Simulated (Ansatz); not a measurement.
# Relaxation of Rh

Computed with DFT PBEsol, scalar-relativistic, plane waves, PAW in Ansatz. Settings: 420 eV cutoff, 20×20×14 k-mesh, Gaussian smearing of 0.10 eV, no spin polarisation.

What was changed: biaxial strain in the a-b plane, c and atoms relaxed: -2.0 %.

Command:

```bash
ansatz run input.yaml --threads 1 --pin off --max-ram 2560MiB --backend cpu --events-out ev --progress --plain --runs-dir out
```

Input:

```yaml
crystal:
  lattice:
    - [1.8522012622, 1.8522012622, 0.0]
    - [-1.8522012622, 1.8522012622, 0.0]
    - [0.0, 0.0, 3.8253626068]
  atoms:
    - { symbol: Rh, position: [0.0, 0.0, 0.0] }
    - { symbol: Rh, position: [0.5, 0.5, 0.5] }
basis:
  ecutwfc: 420
kpoints:
  mp_grid: { grid: [20, 20, 14] }
hamiltonian:
  xc: pbesol
scf:
  occupations: { method: gaussian, width: 0.1 }
output:
  forces: true
  stress: true
  eigenvalues: true
relax:
  adjacent_minimum: "off"
  f_tol: 0.008
  max_steps: 40
  cell: { stress_tol: 0.015, fix: [a, b, gamma] }
```

F is the free energy. Steps run on the plane waves of an earlier cell, but the last one, and at times one on the way, on a freshly chosen basis, so a repeated geometry can differ a little in energy. The held parts of the cell keep their stress, so P needn't end at zero.

Steps:

```csv
step,F − F(1) (eV),largest force component (eV/Å),V (Å³/atom),P (GPa)
1,0.0000,0.000,13.123,9.22
2,-0.0009,0.000,13.251,6.14
3,-0.0015,0.000,13.206,7.20
4,-0.0015,0.000,13.205,7.22
5,-0.0016,0.000,13.205,7.22
```

Relaxed structure:

```cif
data_structure
_symmetry_space_group_name_H-M 'P 1'
_symmetry_Int_Tables_number 1
_cell_length_a 2.6194
_cell_length_b 2.6194
_cell_length_c 3.8491
_cell_angle_alpha 90.000
_cell_angle_beta 90.000
_cell_angle_gamma 90.000
_cell_volume 26.41
loop_
_atom_site_label
_atom_site_type_symbol
_atom_site_fract_x
_atom_site_fract_y
_atom_site_fract_z
_atom_site_occupancy
Rh1 Rh 0.00000 0.00000 0.00000 1
Rh2 Rh 0.50000 0.50000 0.50000 1
```

The structure is tetragonal, space group I4/mmm (No. 139). The conventional cell has a = 2.619 Å, b = 2.619 Å, c = 3.849 Å, α = 90.00°, β = 90.00°, γ = 90.00°. Around Rh (site symmetry 4/mmm) lie 12 Rh at 2.62 to 2.67 Å.

The run converged. It took 71 s on 1 thread of AMD EPYC 7R43 64-Core Processor (Zen 3), with other jobs on the host, peak memory 0.57 GiB.